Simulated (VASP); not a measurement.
# AlN in VASP: notebook

The runs below take AlN through work function, with LDA, PBE.

Program: VASP 6.6.1. These are calculated values, not measurements. Logs are shortened: lines on timing, memory, paths and dates and some standing lists are left out, and cuts for length are marked.

## Step 1: The structure

The cell holds a slab with vacuum, 24 atoms: a = 3.113 Å, b = 4.981 Å, c = 30.378 Å, α = 90.00°, β = 90.00°, γ = 90.00°.

## Step 2: Work function, LDA

The input, INCAR:

```
SYSTEM = AlN
ALGO     = Normal         ! electronic algorithm
DIPOL    = 0.5 0.5 0.500
EDIFF    = 1E-7           ! SCF threshold, eV
ENCUT    = 520            ! plane-wave cutoff, eV
IDIPOL   = 3            
ISIF     = 2              ! what is computed and relaxed
ISMEAR   = 0              ! smearing method
KPAR     = 8            
LASPH    = .TRUE.         ! aspherical terms in the spheres
LCHARG   = .TRUE.         ! write CHGCAR
LDIPOL   = .TRUE.       
LREAL    = .FALSE.        ! projectors in reciprocal space
LVACPOTAV= .TRUE.       
LVHAR    = .TRUE.       
LWAVE    = .FALSE.        ! write WAVECAR
NELM     = 60             ! most SCF steps
PREC     = Accurate       ! precision mode
SIGMA    = 0.05           ! smearing width, eV
```

The input, KPOINTS:

```
k-points
0
G
  8 6 1
  0 0 0
```

The input, POSCAR:

```
AlN                                     
1.0
    3.1130000000      0.0000000000      0.0000000000
    0.0000000000      4.9810000000      0.0000000000
    0.0000000000      0.0000000000     30.3783311040
  Al              N             
    12    12
Direct
     0.0000000001000018    0.0241841539841541    0.2717708226432554
     0.5000000000000000    0.4920865192659967    0.2901991326717219
     0.5000000001000018    0.0006702511693061    0.3533034615497237
     0.0000000000000000    0.4959545421324046    0.3811552396782549
     0.0000000001000018    0.9985080641236201    0.4410425174252949
     0.5000000000000000    0.4978607910880594    0.4702735415045645
     0.5000000001000018    0.9978607910880595    0.5297264584954356
     0.0000000000000000    0.4985080641236198    0.5589574825747050
     0.0000000001000018    0.9959545421324048    0.6188447603217452
     0.5000000000000000    0.5006702511693060    0.6466965384502762
     0.5000000001000018    0.9920865192659968    0.7098008673282781
     0.0000000000000000    0.5241841539841540    0.7282291773567446
     0.0000000001000018    0.3766928848268114    0.2645350398442934
     0.5000000000000000    0.8741015349600639    0.2927302216375791
     0.5000000001000018    0.3803930202105045    0.3520621589388890
     0.0000000000000000    0.8792780437855467    0.3816744624224374
     0.0000000001000018    0.3801803686583682    0.4407871156714511
     0.5000000000000000    0.8800898257951798    0.4704315199025136
     0.5000000001000018    0.3800898257951801    0.5295684800974864
     0.0000000000000000    0.8801803686583680    0.5592128843285489
     0.0000000001000018    0.3792780437855467    0.6183255375775627
     0.5000000000000000    0.8803930202105044    0.6479378410611112
     0.5000000001000018    0.3741015349600639    0.7072697783624209
     0.0000000000000000    0.8766928848268115    0.7354649601557066
```

Potentials or basis: VASP PAW LDA potentials, release 64 (Al, N).

Command:

```console
$ cat potpaw_LDA.64/Al/POTCAR potpaw_LDA.64/N/POTCAR > POTCAR
$ mpirun -np 8 vasp_std > vasp.out
```

OUTCAR:

```text
SYSTEM = AlN
   EDIFF = 1E-7
   ENCUT = 520
   ISIF = 2
   ISMEAR = 0
   LASPH = .TRUE.
   LREAL = .FALSE.
   NELM = 60
   PREC = Accurate

 ion  position               nearest neighbor table
   1  0.000  0.024  0.272-  13 1.77  14 1.84  14 1.84   2 2.86   2 2.86   3 2.93   3 2.93   2 3.12
                             2 3.12
   2  0.500  0.492  0.290-  13 1.83  13 1.83  14 1.90  15 1.96   1 2.86   1 2.86   3 3.11   1 3.12
                             1 3.12   4 3.17   4 3.17   3 3.18
   3  0.500  0.001  0.353-  16 1.88  16 1.88  15 1.89  14 1.95   1 2.93   1 2.93   4 3.04   4 3.04
                             4 3.08   4 3.08   5 3.09   5 3.09   2 3.11   2 3.18
   4  0.000  0.496  0.381-  15 1.88  15 1.88  17 1.90  16 1.91   3 3.04   3 3.04   5 3.07   3 3.08
                             3 3.08   5 3.09   6 3.12   6 3.12   2 3.17   2 3.17
   5  0.000  0.999  0.441-  18 1.89  18 1.89  16 1.90  17 1.90   6 3.07   6 3.07   6 3.07   6 3.07
                             4 3.07   3 3.09   3 3.09   4 3.09   7 3.11   7 3.11
   6  0.500  0.498  0.470-  17 1.89  17 1.89  19 1.89  18 1.90   5 3.07   5 3.07   5 3.07   5 3.07
                             7 3.08   7 3.08   8 3.11   8 3.11   4 3.12   4 3.12
   7  0.500  0.998  0.530-  20 1.89  20 1.89  18 1.89  19 1.90   8 3.07   8 3.07   8 3.07   8 3.07
                             6 3.08   6 3.08   5 3.11   5 3.11   9 3.12   9 3.12
   8  0.000  0.499  0.559-  19 1.89  19 1.89  21 1.90  20 1.90   7 3.07   7 3.07   7 3.07   7 3.07
                             9 3.07  10 3.09  10 3.09   9 3.09   6 3.11   6 3.11
   9  0.000  0.996  0.619-  22 1.88  22 1.88  20 1.90  21 1.91  10 3.04  10 3.04   8 3.07  10 3.08
                            10 3.08   8 3.09   7 3.12   7 3.12  11 3.17  11 3.17
  10  0.500  0.501  0.647-  21 1.88  21 1.88  22 1.89  23 1.95  12 2.93  12 2.93   9 3.04   9 3.04
                             9 3.08   9 3.08   8 3.09   8 3.09  11 3.11  11 3.18
  11  0.500  0.992  0.710-  24 1.83  24 1.83  23 1.90  22 1.96  12 2.86  12 2.86  10 3.11  12 3.12
                            12 3.12   9 3.17   9 3.17  10 3.18
  12  0.000  0.524  0.728-  24 1.77  23 1.84  23 1.84  11 2.86  11 2.86  10 2.93  10 2.93  11 3.12
                            11 3.12
  13  0.000  0.377  0.265-   1 1.77   2 1.83   2 1.83
  14  0.500  0.874  0.293-   1 1.84   1 1.84   2 1.90   3 1.95
  15  0.500  0.380  0.352-   4 1.88   4 1.88   3 1.89   2 1.96
  16  0.000  0.879  0.382-   3 1.88   3 1.88   5 1.90   4 1.91
  17  0.000  0.380  0.441-   6 1.89   6 1.89   4 1.90   5 1.90
  18  0.500  0.880  0.470-   5 1.89   5 1.89   7 1.89   6 1.90
  19  0.500  0.380  0.530-   8 1.89   8 1.89   6 1.89   7 1.90
  20  0.000  0.880  0.559-   7 1.89   7 1.89   9 1.90   8 1.90
  21  0.000  0.379  0.618-  10 1.88  10 1.88   8 1.90   9 1.91
  22  0.500  0.880  0.648-   9 1.88   9 1.88  10 1.89  11 1.96
  23  0.500  0.374  0.707-  12 1.84  12 1.84  11 1.90  10 1.95
  24  0.000  0.877  0.735-  12 1.77  11 1.83  11 1.83

  LATTYP: Found a simple orthorhombic cell.
 ALAT       =     3.1130000000
 B/A-ratio  =     1.6000642467
 C/A-ratio  =     9.7585387420

  Lattice vectors:

 A1 = (   3.1130000000,   0.0000000000,   0.0000000000)
 A2 = (   0.0000000000,   4.9810000000,   0.0000000000)
 A3 = (   0.0000000000,   0.0000000000,  30.3783311040)

Analysis of symmetry for initial positions (statically):
=====================================================================
 Subroutine PRICEL returns:
 Original cell was already a primitive cell.

 Routine SETGRP: Setting up the symmetry group for a
 simple orthorhombic supercell.

 Subroutine GETGRP returns: Found  4 space group operations
 (whereof  2 operations were pure point group operations)
 out of a pool of  8 trial point group operations.

The static configuration has the point symmetry C_1h.
 The point group associated with its full space group is C_2v.

Analysis of symmetry for dynamics (positions and initial velocities):
=====================================================================
 Subroutine PRICEL returns:
 Original cell was already a primitive cell.

 Routine SETGRP: Setting up the symmetry group for a
 simple orthorhombic supercell.

 Subroutine GETGRP returns: Found  4 space group operations
 (whereof  2 operations were pure point group operations)
 out of a pool of  8 trial point group operations.

The dynamic configuration has the point symmetry C_1h.
 The point group associated with its full space group is C_2v.

 Subroutine INISYM returns: Found  4 space group operations
 (whereof  2 operations are pure point group operations),
 and found     1 'primitive' translations

----------------------------------------------------------------------------------------

                                     Primitive cell

  volume of cell :     471.0419

[... 81 lines left out ...]

 Subroutine IBZKPT returns following result:
 ===========================================

 Found     20 irreducible k-points:

 Following reciprocal coordinates:
            Coordinates               Weight
  0.000000  0.000000  0.000000      1.000000
  0.125000  0.000000  0.000000      2.000000
  0.250000  0.000000  0.000000      2.000000
  0.375000  0.000000  0.000000      2.000000
  0.500000  0.000000  0.000000      1.000000
  0.000000  0.166667  0.000000      2.000000
[... 12 lines left out ...]
  0.375000  0.500000  0.000000      2.000000
  0.500000  0.500000  0.000000      1.000000
   k-points           NKPTS =     20   k-points in BZ     NKDIM =     20   number of bands    NBANDS=     61
   number of dos      NEDOS =    301   number of ions     NIONS =     24
   total plane-waves  NPLWV = 230400
   dimension x,y,z NGX =    24 NGY =   40 NGZ =  240
   dimension x,y,z NGXF=    48 NGYF=   80 NGZF=  480
   ions per type =              12  12
   NGX,Y,Z   is equivalent  to a cutoff of  12.82, 13.35, 13.13 a.u.
   NGXF,Y,Z  is equivalent  to a cutoff of  25.63, 26.70, 26.27 a.u.
 SYSTEM =  AlN
   PREC   = accura    normal or accurate (medium, high low for compatibility)
   ISTART =      0    job   : 0-new  1-cont  2-samecut
   ICHARG =      2    charge: 1-file 2-atom 10-const
   ISPIN  =      1    spin polarized calculation?
   LNONCOLLINEAR =      F non collinear calculations
   LSORBIT =      F    spin-orbit coupling
   LASPH  =      T    aspherical Exc in radial PAW
   ENCUT  =  520.0 eV  38.22 Ry    6.18 a.u.   5.79  9.26 56.48*2*pi/ulx,y,z
   NELM   =     60;   NELMIN=  2; NELMDL= -5     # of ELM steps
   EDIFF  = 0.1E-06   stopping-criterion for ELM
   LREAL  =      F    real-space projection
   EDIFFG = 0.1E-05   stopping-criterion for IOM
   NSW    =      0    number of steps for IOM
   IBRION =     -1    ionic relax: 0-MD 1-quasi-New 2-CG
   NFREE  =      0    steps in history (QN), initial steepest desc. (CG)
   ISIF   =      2    stress and relaxation
   ISYM   =      2    0-nonsym 1-usesym 2-fastsym
   POTIM  = 0.5000    time-step for ionic-motion
   TEBEG  =    0.0;   TEEND  =   0.0 temperature during run
   PSTRESS=    0.0 pullay stress
   NELECT =      96.0000    total number of electrons
   NUPDOWN=      -1.0000    fix difference up-down
   EMIN   =  10.00;   EMAX   =-10.00  energy-range for DOS
   EFERMI =   0.00;   METHOD = LEGACY
   ISMEAR =     0;   SIGMA  =   0.05  broadening in eV -4-tet -1-fermi 0-gaus
   EFERMI_NEDOS =   21; number of points for ismear=-14 and -15
   IALGO  =     38    algorithm
   IMIX   =      4    mixing-type and parameters
     AMIX     =   0.40;   BMIX     =  1.00
     AMIX_MAG =   1.60;   BMIX_MAG =  1.00
  volume/ion in A,a.u.               =      19.63       132.45
  Fermi-wavevector in a.u.,A,eV,Ry     =   0.963412  1.820585 12.628420  0.928163
  Thomas-Fermi vector in A             =   2.092955
   LORBIT       =      0    0 simple, 1 ext, 2 COOP (PROOUT), +10 PAW based schemes
   GGA     = CA    functional components
   LHFCALC =     F    Hartree Fock is set to
   AEXX    =    0.0000 exact exchange contribution
   IVDW    =     0    specifies the selected vdW correction
   LEPSILON=     F    determine dielectric tensor
   LRPA    =     F    only Hartree local field effects (RPA)
 non-spin polarized calculation
 Gauss-broadening in eV      SIGMA  =   0.05
  energy-cutoff  :      520.00
  volume of cell :      471.04
 maximum number of plane-waves:     12738
 NGX is ok and might be reduce to    24
   NGX = 11   NGY = 19   NGZ =113

 dipolmoment           0.000000      0.000000      0.000000 electrons x Angstroem

 number of electron      95.9999991 magnetization

 dipolmoment           0.000000      0.000000     -0.000000 electrons x Angstroem

 Free energy of the ion-electron system (eV)
  ---------------------------------------------------
  ext. energy  EPLUGINS =         0.00000000
  ---------------------------------------------------
  free energy    TOTEN  =      -192.25541904 eV

  energy without entropy =     -192.25541904  energy(sigma->0) =     -192.25541904

 E-fermi :   0.7889     XC(G=0):  -6.4849

 val. band max:        0.5217390220   @ k =   0.3750   0.5000   0.0000
 cond. band min:       3.2889604078   @ k =   0.0000   0.0000   0.0000
 fundamental gap:      2.7672213858
 Fermi energy:         0.7889217661

 k-point     1 :       0.0000    0.0000    0.0000
  band No.  band energies     occupation
      1     -14.8102      2.00000
      2     -14.6200      2.00000
      3     -14.2887      2.00000
      4     -13.8445      2.00000
      5     -13.3376      2.00000
      6     -12.9269      2.00000
[... 1249 lines left out ...]
     59       6.7182      0.00000
     60       6.7182      0.00000
 [bands above 60 left out]

------------------------ aborting loop because EDIFF is reached ----------------------------------------

  FORCE on cell =-STRESS in cart. coord.  units (eV):
  Direction    XX          YY          ZZ          XY          YZ          ZX
  --------------------------------------------------------------------------------------
  -------------------------------------------------------------------------------------
  Total       -2.0442174     -4.5598275     -6.0820972      0.0000000      0.0000000      0.0000000
  in kB       -6.9530937    -15.5095582    -20.6873263      0.0000000      0.0000000      0.0000000
  external PRESSURE =     -14.3833261 kB  Pullay stress =       0.0000000 kB

 VOLUME and BASIS-vectors are now :
 -----------------------------------------------------------------------------
  energy-cutoff  :      520.00
  volume of cell :      471.04
      direct lattice vectors                 reciprocal lattice vectors
     3.113000000  0.000000000  0.000000000     0.321233537  0.000000000  0.000000000
     0.000000000  4.981000000  0.000000000     0.000000000  0.200762899  0.000000000
     0.000000000  0.000000000 30.378331104     0.000000000  0.000000000  0.032918201

 POSITION                                       TOTAL-FORCE (eV/Angst)
 -----------------------------------------------------------------------------------
      0.00000      0.12046      8.25594         0.000000      0.056308      0.076644
      1.55650      2.45108      8.81577         0.000000      0.023892     -0.040904
      1.55650      0.00334     10.73277         0.000000      0.004615      0.012594
      0.00000      2.47035     11.57886         0.000000      0.016596     -0.007049
      0.00000      4.97357     13.39814         0.000000      0.012288      0.003669
      1.55650      2.47984     14.28613         0.000000      0.009114      0.000468
[... 16 lines left out ...]
      1.55650      1.86340     21.48568         0.000000      0.053953     -0.057457
      0.00000      4.36681     22.34220         0.000000     -0.120780     -0.308312
 -----------------------------------------------------------------------------------
    total drift:                               -0.000001     -0.001442      0.000003

  FREE ENERGIE OF THE ION-ELECTRON SYSTEM (eV)
  ---------------------------------------------------
  free  energy   TOTEN  =      -192.2554190359 eV

  energy  without entropy=     -192.2554190359  energy(sigma->0) =     -192.25541904

 vacuum level on the upper side and lower side of the slab         6.483         6.483
```

It took 3.5 min on 8 MPI ranks of Intel Xeon 6975P-C (Granite Rapids), shared host; peak memory 0.66 GiB.

Results:

* Free energy: -192.2554 eV
* Largest force: 0.331 eV/Å
* Band gap on the k mesh: 2.77 eV, indirect (least direct gap 2.90 eV)
* Ionisation potential of the upper face: 5.96 eV

Forces in eV/Å, atoms in the order of the input:
```
Al   0.000  0.056  0.077
Al   0.000  0.024 -0.041
Al   0.000  0.005  0.013
Al   0.000  0.017 -0.007
Al   0.000  0.012  0.004
Al   0.000  0.009  0.000
Al   0.000  0.009  0.000
Al   0.000  0.012 -0.004
Al   0.000  0.017  0.007
Al   0.000  0.005 -0.013
Al   0.000  0.024  0.041
Al   0.000  0.056 -0.077
N    0.000 -0.121  0.308
N    0.000  0.054  0.057
N    0.000 -0.033  0.016
N    0.000  0.003  0.005
N    0.000 -0.014  0.002
N    0.000 -0.012 -0.001
N    0.000 -0.012  0.001
N    0.000 -0.014 -0.002
N    0.000  0.003 -0.005
N    0.000 -0.033 -0.016
N    0.000  0.054 -0.057
N    0.000 -0.121 -0.308
```

As with any semilocal functional, this LDA gap is likely too small.

(Part 1 of 2 ends here.)
